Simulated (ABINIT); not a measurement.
**NaF: changing the functional**

```cif
data_structure
_symmetry_space_group_name_H-M 'P 1'
_symmetry_Int_Tables_number 1
_cell_length_a 3.2810
_cell_length_b 3.2810
_cell_length_c 3.2810
_cell_angle_alpha 60.000
_cell_angle_beta 60.000
_cell_angle_gamma 60.000
_cell_volume 24.97
loop_
_atom_site_label
_atom_site_type_symbol
_atom_site_fract_x
_atom_site_fract_y
_atom_site_fract_z
_atom_site_occupancy
Na1 Na 0.00000 0.00000 0.00000 1
F1 F 0.50000 0.50000 0.50000 1
```

Kept alike: task single point; k mesh 6 × 6 × 6; occupations fixed; no spin polarisation. Program: ABINIT, SG15 NC PBE v1.2, cutoff 952 eV. The mesh is that of the run's cell of 2 atoms. No spin-orbit coupling.

| run | band gap (eV) | pressure (GPa) |
| --- | --- | --- |
| A | 6.329 | 1.14 |
| B | 6.137 | -0.72 |
| C | 9.202 | -0.62 |

Pressure is positive in compression; the values hold the error of the finite cutoff, so their zero can differ a little from the energy's minimum. Runs of this series that gave no sound value for these columns are left out. A gap read on the mesh alone can miss an edge between its points. All rows use potentials made for PBE.

Problem. The runs differ in the functional alone: PBE; PBE0; PBEsol. Which run is which?

Solution. Run A is PBE; run B is PBEsol; run C is PBE0. The band gap runs from 6.137 (PBEsol) to 9.202 eV (PBE0). From PBE: PBE0 +2.873; PBEsol -0.192. The pressure runs from -0.72 (PBEsol) to 1.14 GPa (PBE). From PBE: PBE0 -1.76; PBEsol -1.86. A positive pressure means that the functional's own cell is larger than the one given, a negative one that it is smaller.
